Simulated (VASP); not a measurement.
# AlNi, energy difference of two geometries: which settings are enough?

AlNi, Pm-3m (no. 221), 2 atoms in the cell. PBEsol, energy difference of two geometries; PAW potentials Ni, Al (PBE set). VASP 6.6.1.

Wanted: energy difference within 0.5 meV/atom.

What the run is for: energy difference; Accuracy asked: standard; Second geometry: last atom moved by 0.05 A along z, cell strained by -1.0% along z.

The series start from Plane-wave cutoff (eV): 350; Smearing width (eV): 0.1; k-point mesh: 13 × 13 × 13; Precision mode (PREC): Accurate; Electronic threshold (eV): 1e-6; Aspherical gradient terms in the spheres (LASPH): yes; Electronic algorithm: ALGO=Normal. Each series keeps the choices made before it, and each single choice may use up half of a tolerance. Times cover all steps of a run.

## Plane-wave cutoff (eV)

| Plane-wave cutoff (eV) | Energy difference (meV/atom) | Time (s) |
|---|---|---|
| 220 | 0.85 | 10 |
| 270 | 2.27 | 12 |
| 310 | 2.30 | 18 |
| 350 | 2.18 | 19 |
| 400 | 2.14 | 22 |
| 470 | 2.14 | 24 |
| 570 | 2.13 | 24 |
| 710 (reference) | 2.13 | 48 |

Chosen: 270, the loosest value from which every tighter one stays within half of the tolerance.

## Smearing width (eV)

| Smearing width (eV) | Energy difference (meV/atom) | Time (s) |
|---|---|---|
| 0.4 | 2.26 | 12 |
| 0.3 | 2.29 | 11 |
| 0.2 | 2.31 | 11 |
| 0.15 | 2.30 | 12 |
| 0.1 | 2.27 | 12 |
| 0.05 (reference) | 2.23 | 12 |

Chosen: 0.4.

## k-point mesh

| k-point mesh | Energy difference (meV/atom) | Time (s) |
|---|---|---|
| 4 × 4 × 4 | 1.80 | 7.0 |
| 5 × 5 × 5 | 2.67 | 5.9 |
| 7 × 7 × 7 | 2.67 | 7.7 |
| 8 × 8 × 8 | 2.45 | 7.2 |
| 10 × 10 × 10 | 2.27 | 8.7 |
| 13 × 13 × 13 | 2.26 | 12 |
| 15 × 15 × 15 | 2.30 | 14 |
| 18 × 18 × 18 (reference) | 2.45 | 25 |

Chosen: 5 × 5 × 5.

## Precision mode (PREC)

| Precision mode (PREC) | Energy difference (meV/atom) | Time (s) |
|---|---|---|
| Low | 2.73 | 5.5 |
| SingleN | 2.25 | 5.9 |
| Normal | 2.64 | 5.9 |
| Accurate (reference) | 2.67 | 5.9 |

Chosen: Normal.

## Electronic threshold (eV)

| Electronic threshold (eV) | Energy difference (meV/atom) | Time (s) |
|---|---|---|
| 0.001 | 2.64 | 4.8 |
| 0.0001 | 2.64 | 6.0 |
| 1e-5 | 2.64 | 6.0 |
| 1e-6 | 2.64 | 5.9 |
| 1e-7 | 2.64 | 7.1 |
| 1e-8 (reference) | 2.64 | 8.8 |

Chosen: 0.001.

## Aspherical gradient terms in the spheres (LASPH)

| Aspherical gradient terms in the spheres (LASPH) | Energy difference (meV/atom) | Time (s) |
|---|---|---|
| no | 2.64 | 2.2 |
| yes (reference) | 2.64 | 4.8 |

Chosen: no.

## Electronic algorithm

| Electronic algorithm | Energy difference (meV/atom) | Time (s) |
|---|---|---|
| ALGO=Normal | 2.64 | 2.2 |
| ALGO=Fast | 2.64 | 2.4 |
| ALGO=VeryFast | 2.66 | 2.6 |
| ALGO=All ISEARCH=1 | 2.64 | 3.1 |
| ALGO=All ISEARCH=0 | 2.64 | 2.9 |
| ALGO=Damped TIME=0.4 | 2.63 | 2.6 |
| ALGO=Damped TIME=0.1 | 2.55 | 3.1 |

Chosen: ALGO=Normal; no other choice that stays within half of the tolerance saves 30 % of the time.

## All choices together

| Input | Energy difference (meV/atom) | Time (s) |
|---|---|---|
| the program's defaults (naive) | 2.81 | 2.2 |
| chosen settings | 2.64 | 2.2 |
| reference settings throughout | 2.17 | 150 |

The tolerance is met.

## The input

INCAR:
```
SYSTEM = AlNi
  GGA = PS
  ISPIN = 2
  MAGMOM = 1 0
  LORBIT = 11
  ISMEAR = 1
  SIGMA = 0.4
  LWAVE = .FALSE.
  LCHARG = .FALSE.
  ISIF = 2
  PREC = Normal
  LASPH = .FALSE.
  LREAL = .FALSE.
  ALGO = Normal
  EDIFF = 0.001
  NELM = 200
  GGA_COMPAT = .FALSE.
  ENCUT = 270
  LMAXMIX = 4
  KPAR = 4
```

KPOINTS:
```
Automatic mesh
0
Gamma
  5 5 5
  0 0 0
```

POSCAR.step1:
```
AlNi
1.0
    2.8810000000      0.0000000000      0.0000000000
    0.0000000000      2.8810000000      0.0000000000
    0.0000000000      0.0000000000      2.8810000000
Ni Al
1 1
Direct
    0.5000000000      0.5000000000      0.5000000000
    0.0000000000      0.0000000000      0.0000000000
```

POSCAR.step2:
```
AlNi
1.0
    2.8810000000      0.0000000000      0.0000000000
    0.0000000000      2.8810000000      0.0000000000
    0.0000000000      0.0000000000      2.8521900000
Ni Al
1 1
Direct
    0.5000000000      0.5000000000      0.5000000000
    0.0000000000      0.0000000000      0.0173550900
```

Commands (each step's output is kept before the next begins):
```
cat potpaw_PBE.64/Ni/POTCAR potpaw_PBE.64/Al/POTCAR > POTCAR
cp POSCAR.step1 POSCAR
mpirun -np 4 vasp_std > vasp.out
cp POSCAR.step2 POSCAR
mpirun -np 4 vasp_std > vasp.out
```

The chosen input took VASP 6.6.1 2.2 s on 4 cores (Intel Xeon 6975P-C (Granite Rapids)), a shared host.
